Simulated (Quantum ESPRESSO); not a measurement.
# MoS2 in Quantum ESPRESSO: relaxation of the atoms with PBEsol

Aim: the relaxation of the atoms of MoS2 with PBEsol.

Everything below comes from runs of Quantum ESPRESSO 7.5. Logs are shortened: lines on timing, memory, paths and dates and some standing lists are left out, and cuts for length are marked.

### 1 The sheet as given

The cell holds a sheet with vacuum, 3 atoms: a = 3.224 Å, b = 3.130 Å, c = 21.130 Å, α = 90.00°, β = 90.00°, γ = 121.00°.

The cell was built by a generator and needn't be a form met in nature.

### 2 Relaxation of the atoms, PBEsol

Contents of pw.in:

```
&CONTROL
  calculation = 'relax'
  prefix = 'pwscf'
  outdir = './tmp'
  pseudo_dir = './pseudo'
  tprnfor = .true.
  disk_io = 'low'
  nstep = 40
  forc_conv_thr = 0.0004
  etot_conv_thr = 1d-05
/
&SYSTEM
  ibrav = 0
  nat = 3
  ntyp = 2
  ecutwfc = 80
  nbnd = 20
  occupations = 'smearing'
  smearing = 'gaussian'
  degauss = 0.00146997
/
&ELECTRONS
  conv_thr = 6d-10
  electron_maxstep = 120
  mixing_beta = 0.5
/
&IONS
  ion_dynamics = 'bfgs'
/
ATOMIC_SPECIES
S     32.0600 S.upf
Mo    95.9500 Mo.upf
CELL_PARAMETERS angstrom
   3.2242200000    0.0000000000    0.0000000000
  -1.6121100000    2.6827561754    0.0000000000
   0.0000000000    0.0000000000   21.1300000000
ATOMIC_POSITIONS crystal
S      0.6666666667    0.3333333333    0.4259346900
Mo     0.3333333333    0.6666666667    0.5000000000
S      0.6666666667    0.3333333333    0.5740653100
K_POINTS automatic
10 10 1 0 0 0
```

Potentials or basis: PseudoDojo 0.4.1 SR PBEsol standard.

Started as:

```bash
$ OMP_NUM_THREADS=1 pw.x -in pw.in > pw.out
```

pw.out:

```text
This program is part of the open-source Quantum ESPRESSO suite
     for quantum simulation of materials; please cite
[... 9 lines left out ...]
     --------------------
     sticks:   dense  smooth     PW     G-vecs:    dense   smooth      PW
     Sum         785     785    235               119267   119267   18969

     Using Slab Decomposition

     bravais-lattice index     =            0
     lattice parameter (alat)  =       6.0929  a.u.
     unit-cell volume          =    1233.3944 (a.u.)^3
     number of atoms/cell      =            3
     number of atomic types    =            2
     number of electrons       =        26.00
     number of Kohn-Sham states=           20
     kinetic-energy cutoff     =      80.0000  Ry
     charge density cutoff     =     320.0000  Ry
     scf convergence threshold =      6.0E-10
     mixing beta               =       0.5000
     number of iterations used =            8  plain     mixing
     energy convergence thresh.=      1.0E-05
     force convergence thresh. =      4.0E-04
     Exchange-correlation= PBESOL
                           (   1   4  10   8   0   0   0)
     nstep                     =           40

     celldm(1)=   6.092893  celldm(2)=   0.000000  celldm(3)=   0.000000
     celldm(4)=   0.000000  celldm(5)=   0.000000  celldm(6)=   0.000000

     crystal axes: (cart. coord. in units of alat)
               a(1) = (   1.000000   0.000000   0.000000 )
               a(2) = (  -0.500000   0.832064   0.000000 )
               a(3) = (   0.000000   0.000000   6.553523 )

     reciprocal axes: (cart. coord. in units 2 pi/alat)
               b(1) = (  1.000000  0.600916 -0.000000 )
               b(2) = (  0.000000  1.201831  0.000000 )
               b(3) = (  0.000000 -0.000000  0.152590 )

     PseudoPot. # 1 for S  read from file:
     S.upf
     Pseudo is Norm-conserving + core correction, Zval =  6.0
     Generated using ONCVPSP code by D. R. Hamann
     Using radial grid of 1146 points,  6 beta functions with:
                l(1) =   0
                l(2) =   0
                l(3) =   1
                l(4) =   1
                l(5) =   2
                l(6) =   2

     PseudoPot. # 2 for Mo read from file:
     Mo.upf
     Pseudo is Norm-conserving + core correction, Zval = 14.0
     Generated using ONCVPSP code by D. R. Hamann
     Using radial grid of 1640 points,  6 beta functions with:
                l(1) =   0
                l(2) =   0
                l(3) =   1
                l(4) =   1
                l(5) =   2
                l(6) =   2

     atomic species   valence    mass     pseudopotential
     S                 6.00    32.06000     S ( 1.00)
     Mo               14.00    95.95000     Mo( 1.00)

      4 Sym. Ops. (no inversion) found

   Cartesian axes

     site n.     atom                  positions (alat units)
         1        S      tau(   1) = (   0.5000000   0.2773545   2.7913728  )
         2        Mo     tau(   2) = (  -0.0000000   0.5547091   3.2767615  )
         3        S      tau(   3) = (   0.5000000   0.2773545   3.7621502  )

     number of k points=    31  Gaussian smearing, width (Ry)=  0.0015
                       cart. coord. in units 2pi/alat
        k(    1) = (   0.0000000   0.0000000   0.0000000), wk =   0.0200000
        k(    2) = (   0.0000000   0.1201831   0.0000000), wk =   0.0400000
        k(    3) = (   0.0000000   0.2403662   0.0000000), wk =   0.0400000
        k(    4) = (   0.0000000   0.3605494   0.0000000), wk =   0.0400000
        k(    5) = (   0.0000000   0.4807325   0.0000000), wk =   0.0400000
        k(    6) = (   0.0000000  -0.6009156   0.0000000), wk =   0.0200000
[... 23 lines left out ...]
        k(   30) = (  -0.5000000  -0.1802747   0.0000000), wk =   0.0800000
        k(   31) = (  -0.5000000  -0.0600916   0.0000000), wk =   0.0800000

     Dense  grid:   119267 G-vectors     FFT dimensions: (  36,  36, 240)

     Initial potential from superposition of free atoms

     starting charge      25.9986, renormalised to      26.0000

     negative rho (up, down):  3.125E-05 0.000E+00
     Starting wfcs are   18 randomized atomic wfcs +    2 random wfcs

     Self-consistent Calculation

     iteration #  1     ecut=    80.00 Ry     beta= 0.50
     Davidson diagonalization with overlap
     ethr =  1.00E-02,  avg # of iterations =  6.0

     negative rho (up, down):  9.843E-06 0.000E+00

     total energy              =    -184.66126375 Ry
     estimated scf accuracy    <       0.41346268 Ry

     iteration #  2     ecut=    80.00 Ry     beta= 0.50
     Davidson diagonalization with overlap
     ethr =  1.59E-03,  avg # of iterations =  2.1

     negative rho (up, down):  7.837E-06 0.000E+00

     total energy              =    -184.60659773 Ry
     estimated scf accuracy    <       1.42534482 Ry

     iteration #  3     ecut=    80.00 Ry     beta= 0.50
     Davidson diagonalization with overlap
     ethr =  1.59E-03,  avg # of iterations =  2.0

     negative rho (up, down):  2.802E-06 0.000E+00

     total energy              =    -184.82556735 Ry
     estimated scf accuracy    <       0.04240279 Ry

     iteration #  4     ecut=    80.00 Ry     beta= 0.50
     Davidson diagonalization with overlap
     ethr =  1.63E-04,  avg # of iterations =  5.1

     negative rho (up, down):  1.886E-08 0.000E+00

     total energy              =    -184.82921435 Ry
     estimated scf accuracy    <       0.00186251 Ry

     iteration #  5     ecut=    80.00 Ry     beta= 0.50
     Davidson diagonalization with overlap
     ethr =  7.16E-06,  avg # of iterations =  7.0

     negative rho (up, down):  5.850E-08 0.000E+00

     total energy              =    -184.82951663 Ry
     estimated scf accuracy    <       0.00053455 Ry
[... 218 lines left out ...]
   -61.9176 -36.2835 -36.0702 -35.9960 -13.4537 -13.2743  -6.8720  -6.1111
    -5.2562  -4.2857  -3.0793  -2.8333  -1.6364   1.0706   1.5685   2.7199
     2.9490   5.2536   7.2372   7.3236

          k =-0.5000-0.0601 0.0000 ( 14911 PWs)   bands (ev):

   -61.9176 -36.2319 -36.0702 -36.0496 -13.4767 -13.2597  -6.4147  -6.1559
    -4.9624  -4.3905  -3.9602  -2.9276  -1.6022   0.9705   1.5292   2.0685
     3.3594   6.1123   7.2923   7.4661

     the Fermi energy is    -0.4196 ev

!    total energy              =    -184.82960224 Ry
     estimated scf accuracy    <          1.7E-10 Ry
     smearing contrib. (-TS)   =      -0.00000000 Ry
     internal energy E=F+TS    =    -184.82960224 Ry

     The total energy is F=E-TS. E is the sum of the following terms:
     one-electron contribution =   -1225.26460036 Ry
     hartree contribution      =     612.74375867 Ry
     xc contribution           =     -33.12510587 Ry
     ewald contribution        =     460.81634533 Ry

     convergence has been achieved in  11 iterations

     Forces acting on atoms (cartesian axes, Ry/au):

     atom    1 type  1   force =     0.00000000    0.00526603    0.00973993
     atom    2 type  2   force =     0.00000000   -0.01053206    0.00000000
     atom    3 type  1   force =     0.00000000    0.00526603   -0.00973993

     Total force =     0.018871     Total SCF correction =     0.000029

     BFGS Geometry Optimization
     Energy error            =      3.6E-04 Ry
     Gradient error          =      1.1E-02 Ry/Bohr

     number of scf cycles    =   1
     number of bfgs steps    =   0

     energy             new  =    -184.8296022382 Ry

     new trust radius        =       0.0110723656 bohr
     new conv_thr            =       0.0000000006 Ry

ATOMIC_POSITIONS (crystal)
S                0.6671860323        0.3343720646        0.4261786156
Mo               0.3322946020        0.6645892042        0.5000000000
S                0.6671860323        0.3343720646        0.5738213844

     NEW-OLD atomic charge density approx. for the potential

     negative rho (up, down):  2.216E-06 0.000E+00

     Self-consistent Calculation

     iteration #  1     ecut=    80.00 Ry     beta= 0.50
     Davidson diagonalization with overlap
     ethr =  1.00E-06,  avg # of iterations =  4.6

     Threshold (ethr) on eigenvalues was too large:
     Diagonalizing with lowered threshold

     Davidson diagonalization with overlap
     ethr =  6.58E-08,  avg # of iterations =  3.5

     negative rho (up, down):  1.004E-06 0.000E+00

     total energy              =    -184.82986864 Ry
     estimated scf accuracy    <       0.00001717 Ry

     iteration #  2     ecut=    80.00 Ry     beta= 0.50
     Davidson diagonalization with overlap
     ethr =  6.60E-08,  avg # of iterations =  2.0

     negative rho (up, down):  7.802E-07 0.000E+00

     total energy              =    -184.82986706 Ry
     estimated scf accuracy    <       0.00003179 Ry
[... 1084 lines left out ...]
          k =-0.5000-0.0601 0.0000 ( 14911 PWs)   bands (ev):

   -61.9208 -36.2487 -36.0760 -36.0596 -13.5227 -13.2986  -6.4665  -6.1893
    -4.9966  -4.4184  -3.9883  -2.9094  -1.6397   0.9540   1.5154   2.0832
     3.4469   6.1375   7.3182   7.4725

     the Fermi energy is    -0.4235 ev

!    total energy              =    -184.82999314 Ry
     estimated scf accuracy    <          1.7E-12 Ry
     smearing contrib. (-TS)   =      -0.00000000 Ry
     internal energy E=F+TS    =    -184.82999314 Ry

     The total energy is F=E-TS. E is the sum of the following terms:
     one-electron contribution =   -1228.99140647 Ry
     hartree contribution      =     614.59542192 Ry
     xc contribution           =     -33.14643882 Ry
     ewald contribution        =     462.71243022 Ry

     convergence has been achieved in   6 iterations

     Forces acting on atoms (cartesian axes, Ry/au):

     atom    1 type  1   force =     0.00000000   -0.00012342    0.00000902
     atom    2 type  2   force =     0.00000000    0.00024684    0.00000000
     atom    3 type  1   force =     0.00000000   -0.00012342   -0.00000902

     Total force =     0.000303     Total SCF correction =     0.000002
     Energy error            =      9.9E-07 Ry
     Gradient error          =      2.5E-04 Ry/Bohr

     bfgs converged in   5 scf cycles and   4 bfgs steps
     (criteria: energy <  1.0E-05 Ry, force <  4.0E-04 Ry/Bohr)

     End of BFGS Geometry Optimization

     Final energy             =    -184.8299931449 Ry

Begin final coordinates

ATOMIC_POSITIONS (crystal)
S                0.6675370225        0.3350740449        0.4265801530
Mo               0.3315926217        0.6631852435        0.5000000000
S                0.6675370225        0.3350740449        0.5734198470
End final coordinates

=------------------------------------------------------------------------------=
   JOB DONE.
=------------------------------------------------------------------------------=
```

Run time: 15 min. Hardware: 1 thread of Intel Xeon Platinum 8375C at 2.90GHz (Ice Lake), shared host; peak memory 0.3 GiB.

What came out:

| Property | Result |
| --- | --- |
| Free energy | -2514.7402 eV |
| Energy gained by relaxing | 1.8 meV/atom |
| Ionic steps | 5 |
| Largest force after relaxing | 0.006 eV/Å |
| Band gap on the k mesh | 1.79 eV, indirect (least direct gap 1.87 eV) |

Forces in eV/Å, atoms in the order of the input:
```
S    0.000 -0.003  0.000
Mo   0.000  0.006  0.000
S    0.000 -0.003  0.000
```

Step by step:
```tsv
step	energy change (eV)	largest force (eV/Å)
1	0.0000	0.2847
2	-0.0037	0.1676
3	-0.0052	0.0474
4	-0.0053	0.0206
5	-0.0053	0.0063
```

Final structure:
```xyz
3
Lattice="3.2242 0.0000 0.0000 -1.6121 2.6828 0.0000 0.0000 0.0000 21.1300" Properties=species:S:1:pos:R:3 pbc="T T T"
S     1.6121    0.8989    9.0136
Mo    0.0000    1.7792   10.5650
S     1.6121    0.8989   12.1164
```
